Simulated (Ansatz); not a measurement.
Here is an Ansatz 0.2.0 calculation.

Contents of input.yaml:

```yaml
crystal:
  lattice:
    - [0.0, 2.211323, 2.211323]
    - [2.211323, 0.0, 2.211323]
    - [2.211323, 2.211323, 0.0]
  atoms:
    - { symbol: Ta, position: [0.5, 0.5, 0.5] }
    - { symbol: "N", position: [0.0, 0.0, 0.0] }
kpoints:
  mp_grid: { grid: [10, 10, 10] }
scf:
  occupations: { method: gaussian, width: 0.012 }
hamiltonian:
  xc: pbe
  pseudopotentials: { kind: all_electron, lapw: { basis_error: 0.001 } }
output:
  forces: true
  stress: true
  eigenvalues: true
```

Potentials or basis: all-electron LAPW, scalar-relativistic.

Run with:

```sh
$ ansatz run input.yaml --threads 1 --pin off --max-ram 3072MiB --backend cpu --events-out ev --progress --plain --runs-dir out
```

(1) Predict the band gap on the k mesh.

(2) What does it give for the pressure?

## Answers

(1) none (metal or under the smearing width).

(2) -1.2 GPa.
